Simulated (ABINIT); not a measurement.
A run of ABINIT 10.8.3 (patched build):

Contents of run.abi:

```
pp_dirpath "./"
pseudos "W.LDA_PW-JTH.xml, S.LDA_PW-JTH.xml"

acell 3*1.0 Angstrom
rprim
     3.1835163552     0.0000000000     0.0000000000
    -1.5917581776     2.7570060369     0.0000000000
     0.0000000000     0.0000000000    16.9505778900
ntypat 2
znucl 74 16
natom 3
typat 1 2 2
chkprim 0
chksymtnons 0
tolsym 1.0e-6
xred
            0.0            0.0            0.0
            1/3            2/3   0.0920005100
            1/3            2/3   0.9079994900

ecut 544.227725 eV
pawecutdg 40.0
pawovlp -1
ecutsm 0.5

kptopt 1
ngkpt 8 8 2
nshiftk 1
shiftk 0.0 0.0 0.0

ixc 7

nband 17
occopt 3
tsmear 0.05 eV

nstep 80
tolvrs 1.0e-10

iomode 3
prteig 0
prtebands 0
prtwf 0
prtden 0

ionmov 2
optcell 2
ntime 50
tolmxf 2.0e-5
dilatmx 1.08
```

Potentials or basis: JTH PAW LDA v2.0.

Run with:

```sh
$ abinit run.abi > log 2>&1
```

Hardware: 1 thread of Arm Neoverse V2, with other jobs on the host.

Q: Estimate the wall time of this run.

A: Run time: 13 min on 1 thread of Arm Neoverse V2, with other jobs on the host, peak memory 0.21 GiB. Counts: scf iterations 190, mpi ranks 1, k points 20, bands 17, plane waves 5463, ion steps 6.
